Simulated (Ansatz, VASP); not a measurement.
## BeSe: VASP beside Ansatz

The input POSCAR:

```
BeSe
1.0
    0.0000000000      2.5810353763      2.5810353763
    2.5810353763      0.0000000000      2.5810353763
    2.5810353763      2.5810353763      0.0000000000
Be Se
1 1
Direct
    0.0000000000      0.0000000000      0.0000000000
    0.2500000000      0.2500000000      0.2500000000
```

INCAR.step1

```
PREC = Accurate
ENCUT = 520
EDIFF = 1E-5
ISMEAR = 0
SIGMA = 0.01
LREAL = False
LASPH = True
NELM = 100
ALGO = Normal
ISIF = 2
LWAVE = True
LCHARG = False
NBANDS = 11
GGA = PE
```

Contents of INCAR.step2:

```
PREC = Accurate
ENCUT = 520
EDIFF = 1E-6
ISMEAR = 0
SIGMA = 0.01
LREAL = False
LASPH = True
NELM = 100
ALGO = Normal
ISIF = 2
LWAVE = False
LCHARG = False
GGA = PE
LHFCALC = True
AEXX = 0.5
HFSCREEN = 0.3
PRECFOCK = Normal
NBANDS = 11
ISTART = 1
```

KPOINTS

```
Automatic mesh
0
Gamma
  4 4 4
```

Input for Ansatz:

```yaml
crystal:
  lattice:
    - [0.0, 2.5810353763, 2.5810353763]
    - [2.5810353763, 0.0, 2.5810353763]
    - [2.5810353763, 2.5810353763, 0.0]
  atoms:
    - { symbol: Be, position: [0.0, 0.0, 0.0] }
    - { symbol: Se, position: [0.25, 0.25, 0.25] }
kpoints:
  mp_grid: { grid: [4, 4, 4] }
hamiltonian:
  xc: { exchange: pbe, correlation: pbe, exx: { coeff: 0.5, omega: 0.3 } }
scf:
  occupations: { method: fixed }
  n_extra_bands: 4
output:
  forces: true
  stress: true
  eigenvalues: true
```

Alike in both runs: task single point; functional PBE-based screened hybrid; k mesh 4 × 4 × 4; no spin polarisation.

|  | VASP | Ansatz |
| --- | --- | --- |
| version | VASP 6.6.1 | Ansatz 0.2.0 |
| potentials or method | VASP PAW PBE potentials, release 64 (Be, Se) | plane waves |
| plane-wave cutoff (eV) | 520 | 420 |
| occupations | gaussian, width 0.01 eV | fixed |
| valence electrons in the cell | 8 | 18 |

Ansatz gave:

- gap on the k mesh at the Fermi level (eV): 4.00
- pressure (GPa): -1.2

Task: Which values does VASP return?

Result: gap on the k mesh at the Fermi level (eV): 4.03; pressure (GPa): -1.7.

The two sets of potentials don't hold the same shells in valence. Ansatz warned: «stress_exchange_threshold_loose».

Caveats: the k mesh is coarse (spacing up to 0.53 Å⁻¹), so the values aren't converged; the PAW data sets were made with another functional, which shifts forces and pressure a little (VASP). A k mesh can miss the band edges.
